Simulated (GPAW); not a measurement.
Crystal: ZnS (Wurtzite-4H).

```xyz
8
Lattice="3.8227 0.0000 0.0000 -1.9114 3.3106 0.0000 0.0000 0.0000 12.5200" Properties=species:S:1:pos:R:3 pbc="T T T"
Zn    1.9114    1.1035    9.3900
Zn    0.0000    2.2070    3.1300
Zn    0.0000    0.0000    6.2600
Zn    0.0000    0.0000    0.0000
S     1.9114    1.1035   11.7375
S     0.0000    2.2070    5.4775
S     0.0000    0.0000    8.6075
S     0.0000    0.0000    2.3475
```

Base run:

| Property | Result |
| --- | --- |
| Program | GPAW 26.7.0 |
| Functional | LDA |
| Potentials or basis | the program's PAW data sets (release 1.2.1) made for this functional |
| Cutoff | 600 eV |
| Basis | pw |
| k mesh | 5 × 5 × 2 |
| Occupations | fermi-dirac, width 0.05 eV |
| Spin | no spin polarisation |

Its results: band gap on the k mesh 1.87 eV, direct; pressure -5.1 GPa; largest force 0.042 eV/Å.

Question: The run is repeated on the same cell with these changes: functional from LDA to r2SCAN; potentials or basis from the program's PAW data sets (release 1.2.1) made for this functional to GPAW PAW data sets (gpaw-data 1.2.1). What comes out?

Answer: Band gap on the k mesh 2.69 eV, direct; pressure -1.3 GPa; largest force 0.045 eV/Å.

Caveats: the PAW data sets were made with another functional, which shifts forces and pressure a little (some runs).
